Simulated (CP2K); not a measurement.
Runs of CP2K 2026.2 on CuO. It takes space group P4/nmm (No. 129, tetragonal). The conventional cell has a = 3.175 Å, b = 3.175 Å, c = 4.650 Å, α = 90.00°, β = 90.00°, γ = 90.00°. Cu (site symmetry -4m2) has 4 O at 2.02 Å and 4 Cu at 2.25 Å as nearest neighbours. Around O (site symmetry 4mm) lie 4 Cu at 2.02 Å. The cell was built by a generator and needn't be a form met in nature.

```csv
task,level,potentials or basis,cell,k mesh,smearing,EPS_DEFAULT,k points reduced by the point group,NGRIDS,points a segment of the path (NPOINTS),bands added on the path,gap on the mesh (eV),pressure (GPa),largest force (eV/Å)
band structure,LDA,"GTH_POTENTIALS Cu GTH-PADE-q11, O GTH-PADE-q6; TZVP-MOLOPT-PBE-GTH basis",as given,8 × 8 × 6,fermi-dirac 0.05 eV,1.0E-9,yes,4,10,2,none,6.9,(a)
band structure,PBEsol,"POTENTIAL_UZH Cu GTH-PBE-q11, O GTH-PBE-q6; TZVP-MOLOPT-PBE-GTH basis",as given,8 × 8 × 6,fermi-dirac 0.0259 eV,1.0E-9,yes,5,10,2,none,13.6,(b)
relaxation of cell and atoms,PBE,"POTENTIAL_UZH Cu GTH-PBE-q11, O GTH-PBE-q6; TZVP-MOLOPT-PBE-GTH basis",relaxed,6 × 6 × 5,fermi-dirac 0.1 eV,1.0E-9,-,4,-,-,none,0.0,0.01
single point,LDA,"GTH_POTENTIALS Cu GTH-PADE-q11, O GTH-PADE-q6; DZVP-MOLOPT-SR-GTH basis",as given,6 × 6 × 5,fermi-dirac 0.05 eV,1.0E-10,yes,4,-,-,none,7.6,1.36
single point,PBE,"POTENTIAL_UZH Cu GTH-PBE-q11, O GTH-PBE-q6; TZVP-MOLOPT-PBE-GTH basis",as given,8 × 8 × 6,fermi-dirac 0.05 eV,1.0E-10,yes,5,-,-,none,19.6,(c)
```

Alike in all rows: no spin polarisation.

Estimate the missing entries.

(a) 1.41; (b) 1.05; (c) 0.72.

Caveats: the basis of atomic orbitals isn't converged, which shifts pressures, moduli and gaps; the run has no spin polarisation, though such a crystal can be magnetic; semilocal functionals often make such compounds metallic where correlation or magnetic order opens a gap, which also shifts bond lengths; forces of over 1 eV/Å show positions far from the minimum, so gaps and moduli don't describe the material at rest (some runs); the potentials were made for another functional, which shifts forces and pressure (some runs); so large a pressure means that the cell lies far from this level's equilibrium, or that cutoff or potentials fall short (some runs).

A k mesh can miss the band edges.

A gap of «none» marks a metal or a gap under the smearing width.

Not every run made on this cell is shown here.
